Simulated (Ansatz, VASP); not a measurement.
# Al in VASP and in Ansatz

The input INCAR:

```
SYSTEM = Al
  PREC = Accurate
  ENCUT = 520
  EDIFF = 1E-6
  ISMEAR = -1
  SIGMA = 0.05
  LREAL = .False.
  LASPH = .True.
  NELM = 100
  ALGO = Fast
  ISIF = 2
  LWAVE = .False.
  LCHARG = .False.
  GGA = PE
  NBANDS = 8
```

KPOINTS

```
regular mesh
0
Gamma
  6 6 6
  0 0 0
```

Contents of POSCAR:

```
Al
1.0
    0.0000000000      2.0248050000      2.0248050000
    2.0248050000      0.0000000000      2.0248050000
    2.0248050000      2.0248050000      0.0000000000
Al
1
Direct
    0.0000000000      0.0000000000      0.0000000000
```

File input.yaml:

```yaml
crystal:
  lattice:
    - [0.0, 2.024805, 2.024805]
    - [2.024805, 0.0, 2.024805]
    - [2.024805, 2.024805, 0.0]
  atoms:
    - { symbol: Al, position: [0.0, 0.0, 0.0] }
hamiltonian:
  xc: pbe
  pseudopotentials: { kind: paw }
kpoints:
  mp_grid: { grid: [6, 6, 6] }
  band_path:
    path:
      - [[0.0, 0.0, 0.0], [0.5, 0.0, 0.5], [0.5, 0.25, 0.75], [0.375, 0.375, 0.75], [0.0, 0.0, 0.0], [0.5, 0.5, 0.5], [0.625, 0.25, 0.625], [0.5, 0.25, 0.75], [0.5, 0.5, 0.5], [0.375, 0.375, 0.75]]
      - [[0.625, 0.25, 0.625], [0.5, 0.0, 0.5]]
    npoints: 14
scf:
  occupations: { method: fermi_dirac, width: 0.05 }
  n_extra_bands: 6
output:
  forces: true
  stress: true
  eigenvalues: true
  fatbands: false
```

Alike in both runs: functional PBE; k mesh 6 × 6 × 6; occupations fermi-dirac, width 0.05 eV; no spin polarisation.

```csv
,VASP,Ansatz
version,VASP 6.6.1,Ansatz 0.2.0
potentials or method,"VASP PAW PBE potentials, release 64 (Al)",Ansatz PAW
plane-wave cutoff (eV),520,420
valence electrons in the cell,3,3
task,single point,band structure
```

|  | VASP | Ansatz | Ansatz less VASP |
| --- | --- | --- | --- |
| gap on the k mesh at the Fermi level (eV) | none | none | - |
| pressure (GPa) | -0.1 | 0.0 | +0.04 |

A gap of «none» marks a metal or a gap that the smearing closes.

Caveats: the k mesh is coarse (spacing up to 0.45 Å⁻¹), so the values aren't converged.
